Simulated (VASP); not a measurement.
# C7N (Fm-3m) in VASP: further runs, part 2 of 2

VASP 6.6.1.

**4. Single point, PBE, collinear spin, typed start (species swapped into the Zn7Tc type (Fm-3m, No. 225))**

The input, INCAR:

```
SYSTEM = C7N
PREC = Accurate
ENCUT = 520
EDIFF = 1E-6
ISMEAR = 0
SIGMA = 0.1
LREAL = .False.
LASPH = .True.
NELM = 150
ALGO = Normal
ISIF = 2
LWAVE = .False.
LCHARG = .False.
ISPIN = 2
MAGMOM = 1 1 1 1 1 1 1 1
LORBIT = 11
GGA = PE
NBANDS = 30
```

The input, KPOINTS:

```
Automatic mesh
0
Gamma
  4 4 4
  0 0 0
```

The input, POSCAR:

```
C7N
1.0
    0.0000000000      3.5989283300      3.5989283300
    3.5989283300      0.0000000000      3.5989283300
    3.5989283300      3.5989283300      0.0000000000
C N
7 1
Direct
    0.5000000000      0.0000000000      0.0000000000
    0.0000000000      0.5000000000      0.5000000000
    0.0000000000      0.5000000000      0.0000000000
    0.5000000000      0.0000000000      0.5000000000
    0.0000000000      0.0000000000      0.5000000000
    0.5000000000      0.5000000000      0.0000000000
    0.5000000000      0.5000000000      0.5000000000
    0.0000000000      0.0000000000      0.0000000000
```

Potentials or basis: VASP PAW PBE potentials, release 64 (C, N).

Command:

```
$ cat potpaw_PBE.64/C/POTCAR potpaw_PBE.64/N/POTCAR > POTCAR
$ mpirun -np 1 vasp_std > vasp.out
```

OUTCAR:

```text
SYSTEM = C7N
   PREC = Accurate
   ENCUT = 520
   EDIFF = 1E-6
   ISMEAR = 0
   LREAL = .False.
   LASPH = .True.
   NELM = 150
   ISIF = 2
   ISPIN = 2
   LORBIT = 11
   GGA = PE

 ion  position               nearest neighbor table
   1  0.500  0.000  0.000-
   2  0.000  0.500  0.500-
   3  0.000  0.500  0.000-
   4  0.500  0.000  0.500-
   5  0.000  0.000  0.500-
   6  0.500  0.500  0.000-
   7  0.500  0.500  0.500-
   8  0.000  0.000  0.000-

  LATTYP: Found a face centered cubic cell.
 ALAT       =     7.1978566600

  Lattice vectors:

 A1 = (   0.0000000000,   3.5989283300,   3.5989283300)
 A2 = (   3.5989283300,   0.0000000000,   3.5989283300)
 A3 = (   3.5989283300,   3.5989283300,   0.0000000000)

Analysis of symmetry for initial positions (statically):
=====================================================================
 Subroutine PRICEL returns:
 Original cell was already a primitive cell.

 Routine SETGRP: Setting up the symmetry group for a
 face centered cubic supercell.

 Subroutine GETGRP returns: Found 48 space group operations
 (whereof 48 operations were pure point group operations)
 out of a pool of 48 trial point group operations.

The static configuration has the point symmetry O_h .

Analysis of symmetry for dynamics (positions and initial velocities):
=====================================================================
 Subroutine PRICEL returns:
 Original cell was already a primitive cell.

 Routine SETGRP: Setting up the symmetry group for a
 face centered cubic supercell.

 Subroutine GETGRP returns: Found 48 space group operations
 (whereof 48 operations were pure point group operations)
 out of a pool of 48 trial point group operations.

[... 172 lines left out ...]
      1     -12.1026      1.00000
      2      -8.9726      1.00000
      3      -6.1405      1.00000
      4      -6.1405      1.00000
      5      -6.1405      1.00000
      6      -4.7778      1.00000
[... 237 lines left out ...]
     27       4.5003      0.00000
     28       4.5852      0.00000
 Fermi energy:         2.2433824109

 spin component 2

 k-point     1 :       0.0000    0.0000    0.0000
  band No.  band energies     occupation
      1     -12.1026      1.00000
      2      -8.9724      1.00000
      3      -6.1408      1.00000
      4      -6.1408      1.00000
      5      -6.1408      1.00000
      6      -4.7778      1.00000
[... 237 lines left out ...]
     27       4.5002      0.00000
     28       4.5850      0.00000
 [bands above 28 left out]

------------------------ aborting loop because EDIFF is reached ----------------------------------------

  FORCE on cell =-STRESS in cart. coord.  units (eV):
  Direction    XX          YY          ZZ          XY          YZ          ZX
  --------------------------------------------------------------------------------------
  -------------------------------------------------------------------------------------
  Total      -16.6418831    -16.6418831    -16.6418831      0.0000000     -0.0000000     -0.0000000
  in kB     -285.9983053   -285.9983053   -285.9983053      0.0000000     -0.0000000     -0.0000000
  external PRESSURE =    -285.9983053 kB  Pullay stress =       0.0000000 kB

 VOLUME and BASIS-vectors are now :
 -----------------------------------------------------------------------------
  energy-cutoff  :      520.00
  volume of cell :       93.23
      direct lattice vectors                 reciprocal lattice vectors
     0.000000000  3.598928330  3.598928330    -0.138930246  0.138930246  0.138930246
     3.598928330  0.000000000  3.598928330     0.138930246 -0.138930246  0.138930246
     3.598928330  3.598928330  0.000000000     0.138930246  0.138930246 -0.138930246

 POSITION                                       TOTAL-FORCE (eV/Angst)
 -----------------------------------------------------------------------------------
      0.00000      1.79946      1.79946         0.000000     -0.000000      0.000000
      3.59893      1.79946      1.79946         0.000000      0.000000      0.000000
      1.79946      0.00000      1.79946         0.000000     -0.000000     -0.000000
      1.79946      3.59893      1.79946         0.000000      0.000000     -0.000000
      1.79946      1.79946      0.00000        -0.000000      0.000000     -0.000000
      1.79946      1.79946      3.59893        -0.000000      0.000000      0.000000
      3.59893      3.59893      3.59893        -0.000000      0.000000      0.000000
      0.00000      0.00000      0.00000        -0.000000      0.000000      0.000000
 -----------------------------------------------------------------------------------
    total drift:                                0.000000     -0.000000      0.000000

  FREE ENERGIE OF THE ION-ELECTRON SYSTEM (eV)
  ---------------------------------------------------
  free  energy   TOTEN  =       -32.3626187205 eV

  energy  without entropy=      -32.3619483933  energy(sigma->0) =      -32.36228356

 total charge

# of ion       s       p       d       tot
------------------------------------------
    1        1.088   0.852   0.000   1.940
    2        1.088   0.852   0.000   1.940
    3        1.088   0.852   0.000   1.940
    4        1.088   0.852   0.000   1.940
    5        1.088   0.852   0.000   1.940
    6        1.088   0.852   0.000   1.940
    7        1.085   0.868   0.000   1.953
    8        1.396   1.861   0.000   3.257
--------------------------------------------------
tot          9.008   7.841   0.000  16.849

 magnetization (x)

# of ion       s       p       d       tot
------------------------------------------
    1       -0.000  -0.000   0.000  -0.000
    2       -0.000  -0.000   0.000  -0.000
    3       -0.000  -0.000   0.000  -0.000
    4       -0.000  -0.000   0.000  -0.000
    5       -0.000  -0.000   0.000  -0.000
    6       -0.000  -0.000   0.000  -0.000
    7        0.000   0.000   0.000   0.000
    8        0.000   0.000   0.000   0.000
--------------------------------------------------
tot         -0.000   0.000   0.000   0.000
```

OSZICAR:

```text
N       E                     dE             d eps       ncg     rms          rms(c)
DAV:   1     0.769674991111E+02    0.76967E+02   -0.14994E+04   960   0.974E+02
DAV:   2    -0.248198039101E+02   -0.10179E+03   -0.91537E+02  1240   0.169E+02
DAV:   3    -0.307864494647E+02   -0.59666E+01   -0.57970E+01  1048   0.350E+01
DAV:   4    -0.310877624230E+02   -0.30131E+00   -0.29158E+00  1680   0.564E+00
DAV:   5    -0.310911758620E+02   -0.34134E-02   -0.34094E-02  1292   0.496E-01    0.867E+00
DAV:   6    -0.340904976313E+02   -0.29993E+01   -0.10887E+01  1482   0.115E+01    0.108E+01
DAV:   7    -0.322355974333E+02    0.18549E+01   -0.36021E+00  1380   0.656E+00    0.255E+00
DAV:   8    -0.323044784340E+02   -0.68881E-01   -0.50971E-01  1192   0.310E+00    0.195E+00
DAV:   9    -0.323580892173E+02   -0.53611E-01   -0.67709E-02  1246   0.118E+00    0.674E-01
DAV:  10    -0.323621673740E+02   -0.40782E-02   -0.12173E-02  1224   0.492E-01    0.161E-01
DAV:  11    -0.323624980780E+02   -0.33070E-03   -0.18666E-03  1196   0.200E-01    0.791E-02
DAV:  12    -0.323625411868E+02   -0.43109E-04   -0.33492E-04  1132   0.816E-02    0.593E-02
DAV:  13    -0.323626128227E+02   -0.71636E-04   -0.91340E-05  1230   0.444E-02    0.154E-02
DAV:  14    -0.323626183328E+02   -0.55101E-05   -0.92708E-06  1194   0.143E-02    0.453E-03
DAV:  15    -0.323626187205E+02   -0.38764E-06   -0.74522E-07   590   0.447E-03
   1 F= -.32362619E+02 E0= -.32362284E+02  d E =-.670327E-03  mag=     0.0002
```

stdout:

```text
POSCAR found type information on POSCAR C N
 POSCAR found :  2 types and       8 ions
 scaLAPACK will be used
 LDA part: xc-table for (Slater+PW92), standard interpolation
 POSCAR, INCAR and KPOINTS ok, starting setup
 FFT: planning ... GRIDC
 FFT: planning ... GRID_SOFT
 FFT: planning ... GRID
 WAVECAR not read
 entering main loop
```

It took 78 s on 1 thread of Intel Xeon Platinum 8375C at 2.90GHz (Ice Lake), shared host; peak memory 0.27 GiB.

What came out:

```
Free energy                                           : -32.3626 eV
Pressure                                              : -28.6 GPa
Band gap on the k mesh                                : none (metal or under the smearing width)
Net moment                                            : 0.00 μB per cell
Valence electrons inside the program's atomic spheres : C 1.94, 1.95; N 3.26
```

Levels at points of the mesh, in eV from the Fermi level:
Spin up:
| k point | band 12 | band 13 | band 14 | band 15 | band 16 | band 17 | band 18 | band 19 |
| --- | --- | --- | --- | --- | --- | --- | --- | --- |
| (0.00, 0.00, 0.00) | -4.87 | -3.77 | -3.77 | -3.77 | 1.07 | 1.07 | 1.07 | 1.74 |
| (0.50, 0.00, 0.00) | -2.65 | -2.58 | -2.58 | -0.41 | 0.52 | 0.83 | 0.90 | 0.90 |
| (0.50, 0.50, 0.00) | -1.59 | -1.43 | -1.10 | -1.10 | -0.99 | -0.74 | 0.30 | 0.37 |
Spin down:
| k point | band 12 | band 13 | band 14 | band 15 | band 16 | band 17 | band 18 | band 19 |
| --- | --- | --- | --- | --- | --- | --- | --- | --- |
| (0.00, 0.00, 0.00) | -4.87 | -3.77 | -3.77 | -3.77 | 1.07 | 1.07 | 1.07 | 1.74 |
| (0.50, 0.00, 0.00) | -2.65 | -2.58 | -2.58 | -0.41 | 0.52 | 0.83 | 0.90 | 0.90 |
| (0.50, 0.50, 0.00) | -1.59 | -1.43 | -1.10 | -1.10 | -0.99 | -0.74 | 0.30 | 0.37 |

Caveat: the k mesh is coarse (spacing up to 0.38 Å⁻¹), so the values aren't converged; a pressure of tens of GPa on the cell as given is suspect, and the run, the potentials or the cell itself is likely at fault.

**5. Overview**

| task | spin | cell | k mesh | cutoff (eV) | mesh quality | gap on the mesh (eV) | pressure (GPa) |
| --- | --- | --- | --- | --- | --- | --- | --- |
| single point | off | species swapped into the Zn7Tc type (Fm-3m, No. 225) | 10 × 10 × 10 | 520 | not flagged | none | 0.0 |
| relaxation of cell and atoms | off | relaxed from: species swapped into the Zn7Tc type (Fm-3m, No. 225) | 10 × 10 × 10 | 600 | not flagged | - | 0.0 |
| single point | collinear, typed start | species swapped into the Zn7Tc type (Fm-3m, No. 225) | 4 × 4 × 4 | 520 | coarse | none | -28.6 |

Alike in all rows: level PBE; potentials or basis VASP PAW PBE potentials, release 64 (C, N); smearing gaussian 0.1 eV.

Caveats: some runs use coarse meshes; the relaxation stopped at its first step, so nothing moved (some runs); the bands computed are all filled at some k points, so no gap is given (some runs); a pressure of tens of GPa on the cell as given is suspect, and the run, the potentials or the cell itself is likely at fault (some runs).

Absolute energies hang on the potentials; compare differences alone.
